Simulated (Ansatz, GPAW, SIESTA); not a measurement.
# Na2S: 4 runs at one level of theory

```
S Na
1.0
     0.00000    3.27350    3.27350
     3.27350    0.00000    3.27350
     3.27350    3.27350    0.00000
S Na
1 2
Direct
  0.00000 0.00000 0.00000
  0.75000 0.75000 0.75000
  0.25000 0.25000 0.25000
```

Alike in all runs: task band structure; functional LDA; k mesh 7 × 7 × 7; occupations fermi-dirac, width 0.05 eV; no spin polarisation; no spin-orbit coupling. LDA stands for any of its common fits. Pressure is positive in compression and, in plane waves, holds the error of the finite cutoff, which Ansatz's Pulay term estimates and takes out. Gaps are the smaller of the mesh's and the band path's.

| program and potentials | plane-wave cutoff (eV) | notes | band gap (eV) | pressure (GPa) |
| --- | --- | --- | --- | --- |
| Ansatz, Ansatz PAW | 420 | potentials made for PBE, which Ansatz adapts in part; 8 valence electrons an atom on average | 2.24 | -2.15 |
| Ansatz, all-electron LAPW, scalar-relativistic | - | - | 2.24 | -2.15 |
| SIESTA, files PseudoDojo sr-lda-0.4.1-standard, DZP (energy shift 0.003 Ry; two zetas on semicore shells) | - | atomic basis; 8 valence electrons an atom on average | 2.26 | -1.77 |
| GPAW, the program's PAW data sets (release 1.2.1) made for this functional | 800 | 6.67 valence electrons an atom on average | ? | ? |

Q: Estimate from the other rows what the run with GPAW, the program's PAW data sets (release 1.2.1) made for this functional gave.

A: Band gap 2.24 eV; pressure -2.07 GPa. The other rows, which needn't bracket it: band gap 2.24 to 2.26; pressure -2.15 to -1.77.
